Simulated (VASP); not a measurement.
Write the native input for VASP 6.6.1 that does the following.

```
Task                   : single point
Functional             : PBEsol
Potentials or basis    : VASP PAW PBE potentials, release 64 (Cl)
Cutoff                 : 520 eV
k mesh                 : 7 × 7 × 4
Occupations            : fermi-dirac, width 0.05 eV
Spin                   : no spin polarisation
Ladder                 : free
Further INCAR settings : ALGO = Normal; EDIFF = 1e-07; NBANDS = 22
```

The structure of Cl lies in POSCAR:

```
Cl
1.0
    3.1450000000     -2.2500000000      0.0000000000
    3.1450000000      2.2500000000      0.0000000000
    0.0000000000      0.0000000000      8.2100000000
Cl
4
Direct
    0.3700000000      0.6300000000      0.4000000000
    0.1300000000      0.8700000000      0.9000000000
    0.6300000000      0.3700000000      0.6000000000
    0.8700000000      0.1300000000      0.1000000000
```

These files were run (other wordings do the same):

INCAR

```
SYSTEM = Cl
PREC = Accurate ; ENCUT = 520
EDIFF = 1E-7 ; ISMEAR = -1
SIGMA = 0.05 ; LREAL = .False.
LASPH = .True. ; NELM = 100
ALGO = Normal ; ISIF = 2
LWAVE = .False. ; LCHARG = .False.
GGA = PS ; NBANDS = 22
```

KPOINTS

```
Automatic mesh
0
Gamma
  7 7 4
  0 0 0
```

Potentials or basis: VASP PAW PBE potentials, release 64 (Cl).

The run is started by

```console
$ cat potpaw_PBE.64/Cl/POTCAR > POTCAR
$ mpirun -np 1 vasp_std > vasp.out
```

It gave:

- Pressure: -1.2 GPa
- Largest force: 0.307 eV/Å
- Band gap on the k mesh: 2.48 eV, indirect (least direct gap 2.54 eV)

Caveat: the PAW data sets were made with another functional, which shifts forces and pressure a little; an odd mesh through Γ misses points on the zone boundary, where band edges often lie.

Run time: 58 s on 1 thread of AMD EPYC 9R45 (Zen 5), on a shared host, peak memory 0.22 GiB.
